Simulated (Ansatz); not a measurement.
## Gd: equation of state with PBEsol

Gd:

```
Gd
1.0
    -2.02500    2.02500    2.02500
     2.02500   -2.02500    2.02500
     2.02500    2.02500   -2.02500
Gd
1
Cartesian
  0.0000 0.0000 0.0000
```

This isn't the form of Gd at room conditions, which is hcp.

```yaml
Program: Ansatz 0.2.0
Task: equation of state
Functional: PBEsol
Potentials_or_basis: Ansatz PAW
Cutoff: 420 eV
Density_cutoff: 1680 eV
k_mesh: 9 × 9 × 9
Occupations: fermi-dirac, width 0.05 eV
Spin: collinear spin, ferromagnetic start
Starting_moments: "[7.0] μB"
```

```
Equilibrium volume : 30.91 Å³/atom (rough: see the caveat)
Bulk modulus       : 37 GPa (rough)
```

Energy against volume, from the lowest point:
```tsv
volume (Å³/atom)	energy (meV/atom)
31.222	0.00
31.886	3.04
32.551	8.94
33.215	17.42
33.879	28.18
34.544	41.02
35.208	55.75
```

All runs of the series together: 16 s on 2 threads of Arm Neoverse V2, on a shared host.

Caveat: the minimum lies outside the volumes run. The state reached can hang on the start; a lower one may exist.
